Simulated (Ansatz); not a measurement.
Li₂Se: which shells make which states

```
CELL_PARAMETERS angstrom
0.00000 3.00250 3.00250
3.00250 0.00000 3.00250
3.00250 3.00250 0.00000
ATOMIC_POSITIONS crystal
Li 0.25000 0.25000 0.25000
Li 0.75000 0.75000 0.75000
Se 0.00000 0.00000 0.00000
```

Atom numbers follow the list: Li1, Li2, Se3.

The geometry is COD entry 1011373, unchecked; take it as a test cell.

Computed with Ansatz 0.2.0, DFT, LDA, all-electron LAPW, scalar-relativistic.

Numerical set-up: a Γ-centred 9×9×9 k mesh, Fermi–Dirac smearing of 0.03 eV, basis error target 1 meV/atom, no spin polarisation.

Weights are projections on a minimal set of Löwdin-orthogonalised atomic shells, summed over atoms of an element; the rest lies outside that basis, and weights on diffuse cation s shells are inflated where empty shells are missing from it. Energies are in eV from the valence-band top.

Points: W (0.500, 0.250, 0.750), K (0.375, 0.375, 0.750).

```
           state               character
    W, -10.99 eV                       ?
W, -1.91 eV (×2)                       ?
     W, -1.79 eV              Se 4p 93 %
    K, -11.00 eV                       ?
     K, -2.12 eV   Se 4p 87 %, Li 2s 9 %
     K, -2.07 eV  Se 4p 81 %, Li 2s 19 %
     K, -1.19 eV                       ?
```

Question: Fill in "character" for the row "W, -10.99 eV".

Answer: Se 4s 99 %.

Question: Give the missing entry: row "K, -11.00 eV", column "character".

Answer: Se 4s 98 %.

Question: Fill in "character" for the row "W, -1.91 eV (×2)".

Answer: Se 4p 84 %, Li 2s 15 %.

Question: Fill in "character" for the row "K, -1.19 eV".

Answer: Se 4p 96 %.
